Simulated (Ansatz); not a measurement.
Theory: DFT PBE, scalar-relativistic, plane waves, PAW in Ansatz 0.2.0. All cells share a 420 eV cutoff and Γ-centred k meshes spaced at most about 0.3 Å⁻¹ (2π included). No spin polarisation in the final relaxations.

Temperature and zero-point effects are left out.

Two forms of AlN were relaxed alike.

A. Space group R3m (No. 160), trigonal, a = 3.028 Å, c = 15.512 Å. Around Al on its first site lie 3 N at 1.88 Å; Al on its second site has 4 N at 1.87–1.92 Å; around N on its first site lie 4 Al at 1.87–1.88 Å; N on its second site is surrounded by 3 Al at 1.92 Å.

B. Space group Fm-3m (No. 225), cubic, a = 4.070 Å. Al has 6 N at 2.04 Å; N has 6 Al at 2.04 Å.

Problem. Which would you expect to be lower, and how large is the difference?

Solution. B is lower, by 154 meV/atom. A has space group R3m (No. 160), 10.3 Å³/atom and a gap of 2.80 eV on its mesh; B has the rock salt type, space group Fm-3m (No. 225), 8.4 Å³/atom and a gap of 4.44 eV. Counting N atoms around Al (those within 1.25 times the shortest such distance or 1.15 times the sum of covalent radii; a slash parts the counts of unlike sites), A has Al 3/4 and B has Al 6. The denser one is the lower, and pressure would at first widen the difference. Origin: A was invented; B is a cell as deposited in COD, relaxed. A third cell relaxed alike, in P6_3mc (a cell as deposited in COD), lies 169 meV/atom below the lower of the two.

Kohn–Sham gaps at this level usually fall short of measured ones. A magnetic state wasn't ruled out in cells without spin, among them R3m. Cells relaxed within their symmetry can be saddle points.
